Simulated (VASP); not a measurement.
PbO2:

```
Pb O
1.0
     0.00000    2.70199    2.70199
     2.70199    0.00000    2.70199
     2.70199    2.70199    0.00000
Pb O
1 2
Cartesian
  0.0000 0.0000 0.0000
  4.0530 4.0530 4.0530
  1.3510 1.3510 1.3510
```

The cell comes from a database or a generator and needn't be the stable form of this composition.

- Program: VASP 6.6.1
- Task: relaxation of cell and atoms
- Functional: PBEsol
- Potentials or basis: VASP PAW PBE potentials, release 64 (Pb_d, O)
- Cutoff: 600 eV
- k mesh: 8 × 8 × 8
- Occupations: fermi-dirac, width 0.05 eV
- Spin: no spin polarisation

At the start: pressure -5.5 GPa; volume 13.15 Å³/atom.

How do energy, volume and symmetry change on relaxing?

Over 3 steps the energy falls by 9.2 meV/atom and the volume is 12.63 Å³/atom (-3.9 %); space group Fm-3m (No. 225, to 0.05 Å).

Step by step:
```
step  energy change (eV)  largest force (eV/Å)  pressure (GPa)  volume (Å³)
   1              0.0000                0.0000           -5.48        39.45
   2             -0.0159                0.0000            4.04        36.94
   3             -0.0276                0.0000           -0.02        37.90
```

Final structure:
```
Pb O
1.0
     0.00000    2.66605    2.66605
     2.66605    0.00000    2.66605
     2.66605    2.66605    0.00000
Pb O
1 2
Direct
  0.00000 0.00000 0.00000
  0.75000 0.75000 0.75000
  0.25000 0.25000 0.25000
```

Caveat: the PAW data sets were made with another functional, which shifts forces and pressure a little.
